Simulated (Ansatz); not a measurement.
Relax this structure to zero stress and force, keeping its symmetry:

```
CELL_PARAMETERS angstrom
4.08781 0.00000 0.00000
0.00000 4.08781 0.00000
0.00000 0.00000 4.08781
ATOMIC_POSITIONS crystal
Sc 0.00000 0.00000 0.00000
Al 0.50000 0.00000 0.50000
Al 0.00000 0.50000 0.50000
Al 0.50000 0.50000 0.00000
```

Method: Ansatz 0.2.0, DFT r2SCAN, scalar-relativistic, plane waves, PAW.

Settings: cutoff 500 eV, Γ-centred mesh 10×10×10 on the computed 4-atom cell, Gaussian smearing of 0.10 eV; no spin polarisation.

**Question.** What does it relax to?

**Answer.** The volume decreases by 0.03 Å³/atom to 17.05 Å³/atom, and the energy changes by under 0.1 meV/atom. Final structure:
```cif
data_structure
_symmetry_space_group_name_H-M 'P 1'
_symmetry_Int_Tables_number 1
_cell_length_a 4.0855
_cell_length_b 4.0855
_cell_length_c 4.0855
_cell_angle_alpha 90.000
_cell_angle_beta 90.000
_cell_angle_gamma 90.000
_cell_volume 68.19
loop_
_atom_site_label
_atom_site_type_symbol
_atom_site_fract_x
_atom_site_fract_y
_atom_site_fract_z
_atom_site_occupancy
Sc1 Sc 0.00000 0.00000 0.00000 1
Al1 Al 0.50000 0.00000 0.50000 1
Al2 Al 0.00000 0.50000 0.50000 1
Al3 Al 0.50000 0.50000 0.00000 1
```